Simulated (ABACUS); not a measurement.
The system is BaTiO3.

```
Ba Ti O
1.0
     3.75276    0.00000    0.00000
    -0.63239    4.48133    0.00000
     0.63945   -0.14515    3.73641
Ba Ti O
1 1 3
Direct
  0.00364 0.99727 0.99850
  0.50025 0.51161 0.51018
  0.99835 0.49282 0.49504
  0.49991 0.50154 0.99454
  0.49786 0.99299 0.49796
```

Base run:

```yaml
Program: ABACUS 3.10.1
Functional: PBE
Potentials_or_basis: PseudoDojo NC SR 0.4.1 PBE standard
Cutoff: 1143 eV
Density_cutoff: 4572 eV
Basis: plane waves
k_mesh: 5 × 4 × 5
Occupations: fermi-dirac, width 0.05 eV
Spin: no spin polarisation
```

Its results: band gap on the k mesh 0.59 eV, indirect (least direct gap 0.69 eV); pressure 17.9 GPa; largest force 0.750 eV/Å.

Q: The run is repeated on the same cell with these changes: potentials or basis from PseudoDojo NC SR 0.4.1 PBE standard to PseudoDojo NC SR 0.5 PBE standard. What comes out?

A: Band gap on the k mesh 0.63 eV, indirect (least direct gap 0.71 eV); pressure 16.8 GPa; largest force 0.733 eV/Å.

Caveats: there are fewer bands than atomic start orbitals, so a level may be missed at k points of high symmetry; spin-orbit coupling is left out, which moves the levels of the heavy elements; an odd mesh through Γ misses points on the zone boundary, where band edges often lie; this release of the barium file is off (some runs).
